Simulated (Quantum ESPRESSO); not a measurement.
# blue phosphorene, 1 layer, rectangular cell, stepped through strain along the first axis, part 4 of 5

Wanted: a table for blue phosphorene, 1 layer, rectangular cell against strain along the first axis, and what can be fitted to it.

Quantum ESPRESSO 7.5; plane-wave DFT, PBE, GBRV ultrasoft pseudopotentials.

So far. Step 3 (Relaxing the ions, -4 %): The relaxation lowers the energy by 1 meV an atom. Step 6 (Band structure, -4 %): Along this path the valence top lies at Γ and the conduction bottom at S.

## (7) Relaxing the ions, -3 %

m1.relax.in

```
&control
  prefix = 'm1.relax'
  outdir = './out'
  pseudo_dir = './pseudo'
  nstep = 40
  forc_conv_thr = 0.0003
  calculation = 'relax'
  tstress = .true.
/
&system
  ibrav = 0
  nat = 4
  ntyp = 1
  ecutwfc = 50
  ecutrho = 250
  occupations = 'smearing'
  smearing = 'fd'
  degauss = 0.002
/
&electrons
  conv_thr = 1e-09
  mixing_beta = 0.4
  electron_maxstep = 120
  mixing_mode = 'plain'
/
&ions
/
ATOMIC_SPECIES
  P   30.9738  p_pbe_v1.5.uspp.F.UPF
CELL_PARAMETERS angstrom
  3.18185361620000 0.00000000000000 0.00000000000000
  0.00000000000000 5.68139601400000 0.00000000000000
  0.00000000000000 0.00000000000000 16.24000000000000
ATOMIC_POSITIONS crystal
  P   0.500000000000 0.166667239300 0.461788448400
  P   0.000000000100 0.666667061700 0.461788436900
  P   0.999999999900 0.333332938300 0.538211563100
  P   0.500000000000 0.833332760600 0.538211551600
K_POINTS automatic
  10 6 1 0 0 0
```

Launch:

```sh
> OMP_NUM_THREADS=1 mpirun -n 4 pw.x -nk 4 -in m1.relax.in > m1.relax.out
```

What it wrote:

```text
[banner, memory and clock lines left out]
Program PWSCF v.7.5 starts
[...]
Message from routine setup:
[...]
number of electrons       =        20.00
     number of Kohn-Sham states=           14
     kinetic-energy cutoff     =      50.0000  Ry
     charge density cutoff     =     250.0000  Ry
[...]
number of k points=    24  Fermi-Dirac smearing, width (Ry)=  0.0020
[...]
Dense  grid:   132075 G-vectors     FFT dimensions: (  32,  60, 160)
[...]
negative rho (up, down):  8.186E-05 0.000E+00
     Starting wfcs are   16 randomized atomic wfcs
[...]
negative rho (up, down):  9.458E-06 0.000E+00
[...]
estimated scf accuracy    <       0.06540005 Ry
[...]
negative rho (up, down):  6.377E-05 0.000E+00
[...]
estimated scf accuracy    <       0.01863251 Ry
[...]
negative rho (up, down):  8.356E-05 0.000E+00
[...]
estimated scf accuracy    <       0.00066122 Ry
[...]
negative rho (up, down):  9.899E-05 0.000E+00
[...]
estimated scf accuracy    <       0.00012364 Ry
[...]
negative rho (up, down):  1.079E-04 0.000E+00
[...]
estimated scf accuracy    <       0.00001414 Ry
[...]
negative rho (up, down):  1.146E-04 0.000E+00
[...]
estimated scf accuracy    <       0.00000170 Ry
[...]
negative rho (up, down):  1.185E-04 0.000E+00
[...]
estimated scf accuracy    <       0.00000021 Ry
[...]
negative rho (up, down):  1.209E-04 0.000E+00
[...]
estimated scf accuracy    <       0.00000003 Ry
[...]
negative rho (up, down):  1.224E-04 0.000E+00
[...]
estimated scf accuracy    <          6.3E-09 Ry
[...]
negative rho (up, down):  1.248E-04 0.000E+00
[...]
the Fermi energy is    -1.7829 ev
!    total energy              =     -62.06132219 Ry
     estimated scf accuracy    <          2.0E-10 Ry
     smearing contrib. (-TS)   =      -0.00000000 Ry
     internal energy E=F+TS    =     -62.06132219 Ry
[...]
one-electron contribution =    -253.77014827 Ry
     hartree contribution      =     130.04275888 Ry
     xc contribution           =     -23.60703678 Ry
     ewald contribution        =      85.27310398 Ry
     convergence has been achieved in  10 iterations
     negative rho (up, down):  1.248E-04 0.000E+00
[...]
Total force =     0.016772     Total SCF correction =     0.000023
[...]
negative rho (up, down):  1.248E-04 0.000E+00
[...]
negative rho (up, down):  1.247E-04 0.000E+00
[...]
negative rho (up, down):  1.243E-04 0.000E+00
[...]
estimated scf accuracy    <       0.00002242 Ry
[...]
negative rho (up, down):  1.243E-04 0.000E+00
[...]
estimated scf accuracy    <       0.00000282 Ry
[...]
negative rho (up, down):  1.244E-04 0.000E+00
[...]
estimated scf accuracy    <       0.00000055 Ry
[...]
negative rho (up, down):  1.245E-04 0.000E+00
[...]
estimated scf accuracy    <       0.00000003 Ry
[...]
negative rho (up, down):  1.245E-04 0.000E+00
[...]
estimated scf accuracy    <          2.0E-09 Ry
[...]
negative rho (up, down):  1.246E-04 0.000E+00
[...]
the Fermi energy is    -1.7872 ev
!    total energy              =     -62.06151102 Ry
     estimated scf accuracy    <          3.8E-10 Ry
     smearing contrib. (-TS)   =      -0.00000000 Ry
     internal energy E=F+TS    =     -62.06151102 Ry
[...]
one-electron contribution =    -253.41710165 Ry
     hartree contribution      =     129.88003561 Ry
     xc contribution           =     -23.59701241 Ry
     ewald contribution        =      85.07256743 Ry
     convergence has been achieved in   6 iterations
     negative rho (up, down):  1.246E-04 0.000E+00
[...]
Total force =     0.006009     Total SCF correction =     0.000022
[...]
negative rho (up, down):  1.246E-04 0.000E+00
[...]
negative rho (up, down):  1.244E-04 0.000E+00
[...]
negative rho (up, down):  1.244E-04 0.000E+00
[...]
estimated scf accuracy    <       0.00000421 Ry
[...]
negative rho (up, down):  1.245E-04 0.000E+00
[...]
estimated scf accuracy    <       0.00000073 Ry
[...]
negative rho (up, down):  1.245E-04 0.000E+00
[...]
estimated scf accuracy    <       0.00000007 Ry
[...]
negative rho (up, down):  1.245E-04 0.000E+00
[...]
estimated scf accuracy    <          3.9E-09 Ry
[...]
negative rho (up, down):  1.246E-04 0.000E+00
[...]
estimated scf accuracy    <          5.6E-10 Ry
[...]
negative rho (up, down):  1.246E-04 0.000E+00
[...]
the Fermi energy is    -1.7867 ev
!    total energy              =     -62.06154188 Ry
     estimated scf accuracy    <          1.6E-11 Ry
     smearing contrib. (-TS)   =      -0.00000000 Ry
     internal energy E=F+TS    =     -62.06154188 Ry
[...]
one-electron contribution =    -253.25331187 Ry
     hartree contribution      =     129.80455166 Ry
     xc contribution           =     -23.59233741 Ry
     ewald contribution        =      84.97955575 Ry
     convergence has been achieved in   6 iterations
     negative rho (up, down):  1.246E-04 0.000E+00
[...]
Total force =     0.001434     Total SCF correction =     0.000003
[...]
negative rho (up, down):  1.246E-04 0.000E+00
[...]
negative rho (up, down):  1.246E-04 0.000E+00
[...]
negative rho (up, down):  1.246E-04 0.000E+00
[...]
estimated scf accuracy    <       0.00000005 Ry
[...]
negative rho (up, down):  1.246E-04 0.000E+00
[...]
estimated scf accuracy    <       0.00000001 Ry
[...]
negative rho (up, down):  1.246E-04 0.000E+00
[...]
estimated scf accuracy    <          8.0E-10 Ry
[...]
negative rho (up, down):  1.246E-04 0.000E+00
[...]
estimated scf accuracy    <          5.5E-11 Ry
[...]
negative rho (up, down):  1.246E-04 0.000E+00
[...]
the Fermi energy is    -1.7851 ev
!    total energy              =     -62.06154361 Ry
     estimated scf accuracy    <          8.8E-12 Ry
     smearing contrib. (-TS)   =      -0.00000000 Ry
     internal energy E=F+TS    =     -62.06154361 Ry
[...]
one-electron contribution =    -253.25758852 Ry
     hartree contribution      =     129.80651561 Ry
     xc contribution           =     -23.59242808 Ry
     ewald contribution        =      84.98195738 Ry
     convergence has been achieved in   5 iterations
     negative rho (up, down):  1.246E-04 0.000E+00
[...]
Total force =     0.000745     Total SCF correction =     0.000003
[...]
negative rho (up, down):  1.246E-04 0.000E+00
[...]
```

Run time: 90 s. Hardware: 4 MPI ranks of Arm Neoverse V1, shared host; peak memory 0.7 GiB; 6 min of CPU time.

Relaxation path:

```
step  energy less that of the first step (eV)  largest force (eV/Å)
   1                                   0.0000                0.2156
   2                                  -0.0026                0.0772
   3                                  -0.0030                0.0184
   4                                  -0.0030                0.0096
```

The relaxed structure:

```xyz
4
Lattice="3.1819 0.0000 0.0000 0.0000 5.6814 0.0000 0.0000 0.0000 16.2400" Properties=species:S:1:pos:R:3
P     1.5909    0.9425    7.4938
P     0.0000    3.7832    7.4938
P     3.1819    1.8982    8.7462
P     1.5909    4.7389    8.7462
```

Read from the output:

| Quantity | Value |
| --- | --- |
| free energy | -844.3903 eV |
| Fermi energy | -1.785 eV |

## (8) Self-consistent run, -3 %

m1.scf.in

```
&control
  prefix = 'm1.scf'
  outdir = './out'
  pseudo_dir = './pseudo'
  calculation = 'scf'
  tprnfor = .true.
/
&system
  ibrav = 0
  nat = 4
  ntyp = 1
  ecutwfc = 40
  ecutrho = 200
  occupations = 'smearing'
  smearing = 'fd'
  degauss = 0.002
  nbnd = 14
/
&electrons
  conv_thr = 1e-09
  mixing_beta = 0.4
  electron_maxstep = 120
  mixing_mode = 'plain'
/
ATOMIC_SPECIES
  P   30.9738  p_pbe_v1.5.uspp.F.UPF
CELL_PARAMETERS angstrom
  3.18185361620000 0.00000000000000 0.00000000000000
  0.00000000000000 5.68139601400000 0.00000000000000
  0.00000000000000 0.00000000000000 16.24000000000000
ATOMIC_POSITIONS crystal
  P   0.500000000000 0.165893035300 0.461442181600
  P   0.000000000100 0.665892965600 0.461442156900
  P   0.999999999900 0.334107034400 0.538557843100
  P   0.500000000000 0.834106964600 0.538557818400
K_POINTS automatic
  10 6 1 0 0 0
```

Launch:

```sh
> OMP_NUM_THREADS=1 mpirun -n 4 pw.x -nk 4 -in m1.scf.in > m1.scf.out
```

What it wrote:

```text
[banner, memory and clock lines left out]
Program PWSCF v.7.5 starts
[...]
Message from routine setup:
[...]
number of electrons       =        20.00
     number of Kohn-Sham states=           14
     kinetic-energy cutoff     =      40.0000  Ry
     charge density cutoff     =     200.0000  Ry
[...]
number of k points=    24  Fermi-Dirac smearing, width (Ry)=  0.0020
[...]
Dense  grid:    94677 G-vectors     FFT dimensions: (  27,  50, 144)
[...]
negative rho (up, down):  1.122E-04 0.000E+00
     Starting wfcs are   16 randomized atomic wfcs
[...]
negative rho (up, down):  1.811E-04 0.000E+00
[...]
estimated scf accuracy    <       0.06455170 Ry
[...]
negative rho (up, down):  2.464E-04 0.000E+00
[...]
estimated scf accuracy    <       0.01831816 Ry
[...]
negative rho (up, down):  2.605E-04 0.000E+00
[...]
estimated scf accuracy    <       0.00069135 Ry
[...]
negative rho (up, down):  2.717E-04 0.000E+00
[...]
estimated scf accuracy    <       0.00012858 Ry
[...]
negative rho (up, down):  2.759E-04 0.000E+00
[...]
estimated scf accuracy    <       0.00001317 Ry
[...]
negative rho (up, down):  2.810E-04 0.000E+00
[...]
estimated scf accuracy    <       0.00000190 Ry
[...]
negative rho (up, down):  2.839E-04 0.000E+00
[...]
estimated scf accuracy    <       0.00000028 Ry
[...]
negative rho (up, down):  2.856E-04 0.000E+00
[...]
estimated scf accuracy    <       0.00000004 Ry
[...]
negative rho (up, down):  2.868E-04 0.000E+00
[...]
estimated scf accuracy    <          6.9E-09 Ry
[...]
negative rho (up, down):  2.886E-04 0.000E+00
[...]
the Fermi energy is    -1.7851 ev
!    total energy              =     -62.06145006 Ry
     estimated scf accuracy    <          1.8E-10 Ry
     smearing contrib. (-TS)   =      -0.00000000 Ry
     internal energy E=F+TS    =     -62.06145006 Ry
[...]
one-electron contribution =    -253.25709206 Ry
     hartree contribution      =     129.80620879 Ry
     xc contribution           =     -23.59252412 Ry
     ewald contribution        =      84.98195733 Ry
     convergence has been achieved in  10 iterations
     negative rho (up, down):  2.886E-04 0.000E+00
[...]
Total force =     0.000752     Total SCF correction =     0.000007
[...]
```

Run time: 21 s. Hardware: 4 MPI ranks; peak memory 0.59 GiB; 82 s of CPU time.

Numbers from this step:

```
free energy                          : -844.3890 eV
valence top, on the run's zero       : -2.718 eV
conduction bottom, on the run's zero : -0.9952 eV
gap by band count                    : 1.723 eV
```

## (9) Relaxing the ions, 3 %

m7.relax.in

```
&control
  prefix = 'm7.relax'
  outdir = './out'
  pseudo_dir = './pseudo'
  nstep = 40
  forc_conv_thr = 0.0003
  calculation = 'relax'
  tstress = .true.
/
&system
  ibrav = 0
  nat = 4
  ntyp = 1
  ecutwfc = 50
  ecutrho = 250
  occupations = 'smearing'
  smearing = 'fd'
  degauss = 0.002
/
&electrons
  conv_thr = 1e-09
  mixing_beta = 0.4
  electron_maxstep = 120
  mixing_mode = 'plain'
/
&ions
/
ATOMIC_SPECIES
  P   30.9738  p_pbe_v1.5.uspp.F.UPF
CELL_PARAMETERS angstrom
  3.37866930380000 0.00000000000000 0.00000000000000
  0.00000000000000 5.68139601400000 0.00000000000000
  0.00000000000000 0.00000000000000 16.24000000000000
ATOMIC_POSITIONS crystal
  P   0.500000000000 0.166667239300 0.461788448400
  P   0.000000000100 0.666667061700 0.461788436900
  P   0.999999999900 0.333332938300 0.538211563100
  P   0.500000000000 0.833332760600 0.538211551600
K_POINTS automatic
  10 6 1 0 0 0
```

Launch:

```sh
> OMP_NUM_THREADS=1 mpirun -n 4 pw.x -nk 4 -in m7.relax.in > m7.relax.out
```

What it wrote:

```text
[banner, memory and clock lines left out]
Program PWSCF v.7.5 starts
[...]
Message from routine setup:
[...]
number of electrons       =        20.00
     number of Kohn-Sham states=           14
     kinetic-energy cutoff     =      50.0000  Ry
     charge density cutoff     =     250.0000  Ry
[...]
number of k points=    24  Fermi-Dirac smearing, width (Ry)=  0.0020
[...]
Dense  grid:   140337 G-vectors     FFT dimensions: (  36,  60, 160)
[...]
negative rho (up, down):  8.434E-05 0.000E+00
     Starting wfcs are   16 randomized atomic wfcs
[...]
negative rho (up, down):  8.806E-06 0.000E+00
[...]
estimated scf accuracy    <       0.05926238 Ry
[...]
negative rho (up, down):  6.728E-05 0.000E+00
[...]
estimated scf accuracy    <       0.01775287 Ry
[...]
negative rho (up, down):  8.778E-05 0.000E+00
[...]
estimated scf accuracy    <       0.00039322 Ry
[...]
negative rho (up, down):  1.036E-04 0.000E+00
[...]
estimated scf accuracy    <       0.00003470 Ry
[...]
negative rho (up, down):  1.133E-04 0.000E+00
[...]
estimated scf accuracy    <       0.00001176 Ry
[...]
negative rho (up, down):  1.201E-04 0.000E+00
[...]
estimated scf accuracy    <       0.00000155 Ry
[...]
negative rho (up, down):  1.241E-04 0.000E+00
[...]
estimated scf accuracy    <       0.00000015 Ry
[...]
negative rho (up, down):  1.267E-04 0.000E+00
[...]
estimated scf accuracy    <       0.00000004 Ry
[...]
negative rho (up, down):  1.283E-04 0.000E+00
[...]
estimated scf accuracy    <          1.2E-09 Ry
[...]
negative rho (up, down):  1.292E-04 0.000E+00
[...]
estimated scf accuracy    <          1.3E-09 Ry
[...]
negative rho (up, down):  1.307E-04 0.000E+00
[...]
the Fermi energy is    -2.3945 ev
!    total energy              =     -62.06192969 Ry
     estimated scf accuracy    <          1.3E-11 Ry
     smearing contrib. (-TS)   =      -0.00000000 Ry
     internal energy E=F+TS    =     -62.06192969 Ry
[...]
one-electron contribution =    -239.37492480 Ry
     hartree contribution      =     122.72695314 Ry
     xc contribution           =     -23.45839573 Ry
     ewald contribution        =      78.04443769 Ry
     convergence has been achieved in  11 iterations
     negative rho (up, down):  1.307E-04 0.000E+00
[...]
Total force =     0.013661     Total SCF correction =     0.000001
[...]
negative rho (up, down):  1.307E-04 0.000E+00
[...]
negative rho (up, down):  1.321E-04 0.000E+00
[...]
negative rho (up, down):  1.311E-04 0.000E+00
[...]
estimated scf accuracy    <       0.00001320 Ry
[...]
negative rho (up, down):  1.307E-04 0.000E+00
[...]
estimated scf accuracy    <       0.00000183 Ry
[...]
negative rho (up, down):  1.305E-04 0.000E+00
[...]
estimated scf accuracy    <       0.00000021 Ry
[...]
negative rho (up, down):  1.304E-04 0.000E+00
[...]
estimated scf accuracy    <       0.00000001 Ry
[...]
negative rho (up, down):  1.304E-04 0.000E+00
[...]
estimated scf accuracy    <          1.8E-09 Ry
[...]
negative rho (up, down):  1.304E-04 0.000E+00
[...]
the Fermi energy is    -2.3856 ev
!    total energy              =     -62.06206276 Ry
     estimated scf accuracy    <          6.8E-11 Ry
     smearing contrib. (-TS)   =      -0.00000000 Ry
     internal energy E=F+TS    =     -62.06206276 Ry
[...]
one-electron contribution =    -239.64642371 Ry
     hartree contribution      =     122.85228534 Ry
     xc contribution           =     -23.46589095 Ry
     ewald contribution        =      78.19796656 Ry
     convergence has been achieved in   6 iterations
     negative rho (up, down):  1.304E-04 0.000E+00
[...]
Total force =     0.005971     Total SCF correction =     0.000009
[...]
negative rho (up, down):  1.304E-04 0.000E+00
[...]
negative rho (up, down):  1.313E-04 0.000E+00
[...]
negative rho (up, down):  1.307E-04 0.000E+00
[...]
estimated scf accuracy    <       0.00000619 Ry
[...]
negative rho (up, down):  1.303E-04 0.000E+00
[...]
estimated scf accuracy    <       0.00000102 Ry
[...]
negative rho (up, down):  1.302E-04 0.000E+00
[...]
estimated scf accuracy    <       0.00000009 Ry
[...]
negative rho (up, down):  1.301E-04 0.000E+00
[...]
estimated scf accuracy    <          5.0E-09 Ry
[...]
negative rho (up, down):  1.301E-04 0.000E+00
[...]
estimated scf accuracy    <          8.4E-10 Ry
[...]
negative rho (up, down):  1.301E-04 0.000E+00
[...]
estimated scf accuracy    <          1.6E-11 Ry
[...]
negative rho (up, down):  1.301E-04 0.000E+00
[...]
the Fermi energy is    -2.3775 ev
!    total energy              =     -62.06209628 Ry
     estimated scf accuracy    <          7.4E-12 Ry
     smearing contrib. (-TS)   =      -0.00000000 Ry
     internal energy E=F+TS    =     -62.06209628 Ry
[...]
one-electron contribution =    -239.83179422 Ry
     hartree contribution      =     122.93777436 Ry
     xc contribution           =     -23.47097227 Ry
     ewald contribution        =      78.30289584 Ry
     convergence has been achieved in   7 iterations
     negative rho (up, down):  1.301E-04 0.000E+00
[...]
Total force =     0.001280     Total SCF correction =     0.000004
[...]
negative rho (up, down):  1.301E-04 0.000E+00
[...]
negative rho (up, down):  1.301E-04 0.000E+00
[...]
negative rho (up, down):  1.301E-04 0.000E+00
[...]
estimated scf accuracy    <       0.00000003 Ry
[...]
negative rho (up, down):  1.300E-04 0.000E+00
[...]
estimated scf accuracy    <          8.5E-09 Ry
[...]
negative rho (up, down):  1.300E-04 0.000E+00
[...]
estimated scf accuracy    <          4.4E-10 Ry
[...]
negative rho (up, down):  1.300E-04 0.000E+00
[...]
estimated scf accuracy    <          2.3E-11 Ry
[...]
negative rho (up, down):  1.300E-04 0.000E+00
[...]
the Fermi energy is    -2.3765 ev
!    total energy              =     -62.06209759 Ry
     estimated scf accuracy    <          3.2E-12 Ry
     smearing contrib. (-TS)   =      -0.00000000 Ry
     internal energy E=F+TS    =     -62.06209759 Ry
[...]
one-electron contribution =    -239.82626578 Ry
     hartree contribution      =     122.93522538 Ry
     xc contribution           =     -23.47079450 Ry
     ewald contribution        =      78.29973731 Ry
     convergence has been achieved in   5 iterations
     negative rho (up, down):  1.300E-04 0.000E+00
[...]
Total force =     0.000687     Total SCF correction =     0.000002
[...]
negative rho (up, down):  1.300E-04 0.000E+00
[...]
```

Elapsed: 1.8 min, on 4 MPI ranks; peak memory 0.91 GiB; 7.1 min of CPU time.

Step by step:

```
step  energy less that of the first step (eV)  largest force (eV/Å)
   1                                   0.0000                0.1756
   2                                  -0.0018                0.0768
   3                                  -0.0023                0.0165
   4                                  -0.0023                0.0088
```

The relaxed structure:

```cif
data_structure
_symmetry_space_group_name_H-M 'P 1'
_symmetry_Int_Tables_number 1
_cell_length_a 3.3787
_cell_length_b 5.6814
_cell_length_c 16.2400
_cell_angle_alpha 90.000
_cell_angle_beta 90.000
_cell_angle_gamma 90.000
_cell_volume 311.74
loop_
_atom_site_label
_atom_site_type_symbol
_atom_site_fract_x
_atom_site_fract_y
_atom_site_fract_z
_atom_site_occupancy
P1 P 0.50000 0.16732 0.46212 1
P2 P 0.00000 0.66732 0.46212 1
P3 P 0.00000 0.33268 0.53788 1
P4 P 0.50000 0.83268 0.53788 1
```

This step gave:

| Item | Value |
| --- | --- |
| free energy | -844.3979 eV |
| Fermi energy | -2.377 eV |

[end of part 4 of 5]

[Logs are printed without paths, hosts, clocks, repeated set-up lines and the standing remarks that a program may print on its own settings, such as how far it seeks lower states.]

[Hosts, paths, dates, database ids (printed as entryN), source tags and the programs' standing remarks are cut or masked in the printed files.]

[Maps of the electrostatic potential energy from Ansatz leave out the sawtooth potential of an applied field or a dipole correction, so their vacuum need not be flat; planar profiles and work functions include it.]
